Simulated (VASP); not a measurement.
**CdTe in VASP 6.6.1, single-point calculation**

INCAR

```
LCHARG = .FALSE.
NBANDS = 16
IBRION = -1
LASPH = .TRUE.
NELM = 60
ISMEAR = -1
PREC = Accurate
LWAVE = .FALSE.
GGA = PS
LREAL = .FALSE.
NSW = 0
EDIFF = 1E-7
SIGMA = 0.02
ENCUT = 520
ISIF = 2
```

KPOINTS

```
KPOINTS created by Atomic Simulation Environment
0
Gamma
6 6 6
0 0 0
```

POSCAR

```
Cd Te
 1.0000000000000000
     0.0000000000000000    3.3783537696999999    3.3783537696999999
     3.3783537696999999    0.0000000000000000    3.3783537696999999
     3.3783537696999999    3.3783537696999999    0.0000000000000000
 Cd  Te
   1   1
Cartesian
  0.0000000000000000  0.0000000000000000  0.0000000000000000
  1.6891768848500004  1.6891768848500004  1.6891768848500004
```

The recommended PBE PAW datasets give the neutral cell 18 valence electrons.

Command

```
mpirun -np 1 vasp_std
```

OSZICAR

```
N       E                     dE             d eps       ncg     rms          rms(c)
DAV:   1     0.964717185140E+02    0.96472E+02   -0.80287E+03   512   0.953E+02
DAV:   2    -0.196995904849E+01   -0.98442E+02   -0.93968E+02   616   0.229E+02
DAV:   3    -0.560570170160E+01   -0.36357E+01   -0.36308E+01   624   0.461E+01
DAV:   4    -0.564221896893E+01   -0.36517E-01   -0.36514E-01   776   0.390E+00
DAV:   5    -0.564231884293E+01   -0.99874E-04   -0.99874E-04   664   0.193E-01    0.419E+00
DAV:   6    -0.539364942493E+01    0.24867E+00   -0.44453E-01   608   0.753E+00    0.368E+00
DAV:   7    -0.537648228000E+01    0.17167E-01   -0.86255E-02   592   0.188E+00    0.157E+00
DAV:   8    -0.537549987189E+01    0.98241E-03   -0.83331E-03   584   0.997E-01    0.395E-01
DAV:   9    -0.537549475757E+01    0.51143E-05   -0.78710E-04   608   0.263E-01    0.768E-02
DAV:  10    -0.537553651753E+01   -0.41760E-04   -0.98845E-05   616   0.918E-02    0.476E-02
DAV:  11    -0.537556597773E+01   -0.29460E-04   -0.39411E-05   608   0.321E-02    0.224E-02
DAV:  12    -0.537556579095E+01    0.18678E-06   -0.32052E-06   680   0.130E-02    0.127E-02
DAV:  13    -0.537556594778E+01   -0.15683E-06   -0.46134E-07   624   0.339E-03    0.683E-03
DAV:  14    -0.537556605608E+01   -0.10829E-06   -0.24356E-07   648   0.247E-03    0.390E-03
DAV:  15    -0.537556607045E+01   -0.14375E-07   -0.13763E-08   416   0.817E-04
   1 F= -.53755661E+01 E0= -.53755647E+01  d E =-.270479E-05
```

From OUTCAR

```
k-points           NKPTS =     16   k-points in BZ     NKDIM =     16   number of bands    NBANDS=     16

   NELECT =      18.0000    total number of electrons

   dimension x,y,z NGX =    36 NGY =   36 NGZ =   36
   dimension x,y,z NGXF=    72 NGYF=   72 NGZF=   72

  energy-cutoff  :      520.00
  volume of cell :       77.12
      direct lattice vectors                 reciprocal lattice vectors
     0.000000000  3.378353770  3.378353770    -0.148001078  0.148001078  0.148001078
     3.378353770  0.000000000  3.378353770     0.148001078 -0.148001078  0.148001078
     3.378353770  3.378353770  0.000000000     0.148001078  0.148001078 -0.148001078

 k-points in reciprocal lattice and weights: KPOINTS created by Atomic Simulation Env
   0.00000000  0.00000000  0.00000000       0.005
   0.16666667  0.00000000  0.00000000       0.037
   0.33333333  0.00000000  0.00000000       0.037
   0.50000000  0.00000000  0.00000000       0.019
   0.16666667  0.16666667  0.00000000       0.028
   0.33333333  0.16666667  0.00000000       0.111
   0.50000000  0.16666667  0.00000000       0.111
  -0.33333333  0.16666667  0.00000000       0.111
   ...

 E-fermi :   1.3325

 k-point     1 :       0.0000    0.0000    0.0000
  band No.  band energies     occupation
      1      -9.4046      2.00000
      2      -6.7328      2.00000
      3      -6.7328      2.00000
      4      -6.7328      2.00000
      5      -6.5502      2.00000
      6      -6.5502      2.00000
      7       1.1690      1.99944
      8       1.1690      1.99944
      9       1.1690      1.99944
     10       1.4739      0.00169
     11       5.7734      0.00000
     12       5.7734      0.00000
     13       5.7734      0.00000
     14       8.2854      0.00000
     15      10.2833      0.00000
     16      10.2833      0.00000

 k-point     2 :       0.1667    0.0000    0.0000
  band No.  band energies     occupation
      1      -9.3297      2.00000
      2      -6.7198      2.00000
      3      -6.7198      2.00000
      4      -6.6638      2.00000
      5      -6.5508      2.00000
      6      -6.5508      2.00000
      7      -0.4609      2.00000
      8       0.9913      2.00000
      9       0.9913      2.00000
     10       2.6529      0.00000
     11       5.7508      0.00000
     12       6.0611      0.00000
     13       6.0611      0.00000
     14       9.2871      0.00000
     15       9.5049      0.00000
     16       9.5049      0.00000

 k-point     3 :       0.3333    0.0000    0.0000
  band No.  band energies     occupation
      1      -9.1803      2.00000
      2      -6.6974      2.00000
      3      -6.6974      2.00000
      4      -6.5480      2.00000
      5      -6.5480      2.00000
      6      -6.4561      2.00000
      7      -1.9902      2.00000
      8       0.6871      2.00000
      9       0.6871      2.00000
     10       2.8514      0.00000
     11       6.3341      0.00000
     12       6.3341      0.00000
     13       6.9772      0.00000
     14       9.0662      0.00000
     15       9.8346      0.00000
     16       9.8346      0.00000

 ...

  Total       -1.7526861     -1.7526861     -1.7526861      0.0000000     -0.0000000      0.0000000
  in kB      -36.4140818    -36.4140818    -36.4140818      0.0000000     -0.0000000      0.0000000
  external PRESSURE =     -36.4140818 kB  Pullay stress =       0.0000000 kB

 POSITION                                       TOTAL-FORCE (eV/Angst)
 -----------------------------------------------------------------------------------
      0.00000      0.00000      0.00000        -0.000000     -0.000000     -0.000000
      1.68918      1.68918      1.68918         0.000000      0.000000      0.000000
 -----------------------------------------------------------------------------------
    total drift:                               -0.000000     -0.000000     -0.000000

  FREE ENERGIE OF THE ION-ELECTRON SYSTEM (eV)
  ---------------------------------------------------
  free  energy   TOTEN  =        -5.3755660705 eV

  energy  without entropy=       -5.3755633657  energy(sigma->0) =       -5.37556472
```

It converged. Results: gap between bands v and c on the k mesh 0.30 eV; least direct gap on the k mesh 0.30 eV; pressure -3.6 GPa. Band v is the last that the valence electrons fill when counted band by band, and c is the next.

For comparison, a separate PBE run of the intended cell, on usual settings and not on those above, gives a gap of 0.40 eV on its mesh and a pressure of -1.8 GPa.

The run above took about 23 s on one core of a shared host (Intel Xeon Platinum 8488C) and held 0.21 GiB at most.
